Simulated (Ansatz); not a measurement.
The system is Rh.

```
CELL_PARAMETERS angstrom
0.00000 1.89785 1.89785
1.89785 0.00000 1.89785
1.89785 1.89785 0.00000
ATOMIC_POSITIONS crystal
Rh 0.00000 0.00000 0.00000
```

Base run:

| Item | Value |
| --- | --- |
| Program | Ansatz 0.2.0 |
| Functional | PBEsol |
| Potentials or basis | all-electron PAW datasets made for the crystal |
| Cutoff | 300 eV (chosen from the basis error) |
| k mesh | 12 × 12 × 12 |
| Occupations | fermi-dirac, width 0.05 eV |
| Spin | no spin polarisation |

Its results: pressure -3.7 GPa.

**Question.** The run is repeated on the same cell with these changes: potentials or basis from all-electron PAW datasets made for the crystal to all-electron LAPW, non-relativistic; cutoff from 300 eV (chosen from the basis error) to 278 eV (chosen from the basis error). What comes out?

**Answer.** Pressure 6.6 GPa.

Caveats: relativity is left out, which matters for the heavier elements (some runs).

The runs don't all hold the same shells in valence.
